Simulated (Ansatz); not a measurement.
# MgTe: band gap under strain

How does strain move the band edges of MgTe built on the database structure prototype, and do the functionals agree on it? States: no strain; -5.2 % equal strain in all directions; -2.1 % shear in the xy plane.

Code: Ansatz 0.2.0. PAW datasets, plane waves. Computed at 0 K without zero-point motion; spin polarisation is off.

### Step 1. The cell

The unstrained cell was relaxed with r2SCAN; in each strained cell the atoms were relaxed again with r2SCAN. Names of k-points are those of the unstrained zone, where strain can split equivalent points. First state: no strain.

It is cubic, F-43m (No. 216); conventional cell a = 6.466 Å, 33.80 Å³ an atom. Mg has 4 Te at 2.80 Å; Te has 4 Mg at 2.80 Å.

The structure in full:

```cif
data_structure
_symmetry_space_group_name_H-M 'F-43m'
_symmetry_Int_Tables_number 216
_cell_length_a 6.4662
_cell_length_b 6.4662
_cell_length_c 6.4662
_cell_angle_alpha 90.000
_cell_angle_beta 90.000
_cell_angle_gamma 90.000
_cell_volume 270.37
loop_
_atom_site_label
_atom_site_type_symbol
_atom_site_symmetry_multiplicity
_atom_site_Wyckoff_symbol
_atom_site_fract_x
_atom_site_fract_y
_atom_site_fract_z
_atom_site_occupancy
Mg1 Mg 4 a 0.00000 0.00000 0.00000 1
Te1 Te 4 c 0.25000 0.25000 0.25000 1
```

### Step 2. No strain: PBE

Contents of input.yaml:

```yaml
crystal:
  lattice:
    - [0.0, 3.2331198828, 3.2331198828]
    - [3.2331198828, 0.0, 3.2331198828]
    - [3.2331198828, 3.2331198828, 0.0]
  atoms:
    - { symbol: Mg, position: [0.0, 0.0, 0.0] }
    - { symbol: Te, position: [0.75, 0.75, 0.75] }
kpoints:
  mp_grid: { grid: [8, 8, 8] }
  band_path:
    path:
      - [0.0, 0.0, 0.0]
      - [-0.5, -0.5, 0.0]
      - [-0.375, -0.375, 0.25]
      - [-0.375, 0.0, 0.375]
      - [0.0, 0.0, 0.5]
      - [-0.5, -0.25, 0.25]
    npoints: 1
hamiltonian:
  xc: pbe
scf:
  occupations: { method: fermi_dirac, width: 0.02 }
  n_extra_bands: 4
output:
  forces: true
  stress: true
  eigenvalues: true
  write_density: true
  write_potential: true
  elf: true
  volumetric_format: npy
```

Run with:

```
$ ansatz run input.yaml --threads 4 --pin off --max-ram 5529MiB --backend cpu --events-out ev --progress --plain --runs-dir out
```

Further steps of the session: No strain: r2SCAN; No strain: HSE06; No strain: G0W0@PBE; -5.2 % equal strain in all directions: PBE; -5.2 % equal strain in all directions: r2SCAN; -5.2 % equal strain in all directions: HSE06; -5.2 % equal strain in all directions: G0W0@PBE; -2.1 % shear in the xy plane: PBE; -2.1 % shear in the xy plane: r2SCAN; -2.1 % shear in the xy plane: HSE06; -2.1 % shear in the xy plane: G0W0@PBE.

Q: Predict the outcome of this session.

**Answer**, as computed:

Least gap in eV (negative: overlap), with the change from the unstrained cell in brackets. G0W0 is on its own coarse mesh.

| state | volume change (%) | PBE | r2SCAN | HSE06 | G0W0 |
| --- | --- | --- | --- | --- | --- |
| no strain | +0.0 | 2.42 | 3.10 | 3.27 | 3.61 |
| -5.2 % equal strain in all directions | -14.8 | 2.58 (+0.16) | 2.98 (-0.12) | 3.30 (+0.03) | 3.63 (+0.02) |
| -2.1 % shear in the xy plane | -0.0 | 2.35 (-0.07) | 3.03 (-0.07) | 3.19 (-0.08) | 3.54 (-0.07) |

**Reading.** The largest move of the HSE06 gap in the table is -0.073 eV, under -2.1 % shear in the xy plane. PBE and HSE06 differ by 0.85 eV on the unstrained gap, and by at most 0.13 eV on its change: PBE follows the response to strain far better than the gap itself. In PBE the gap turns indirect under -5.2 % equal strain in all directions. Spin-orbit coupling is left out of the table, though the cell holds Te (Z = 52); in an element this heavy it can shift bands and gaps by tenths of an eV. The G0W0 figures hold for the stated bands, cutoff and mesh and aren't extrapolated.
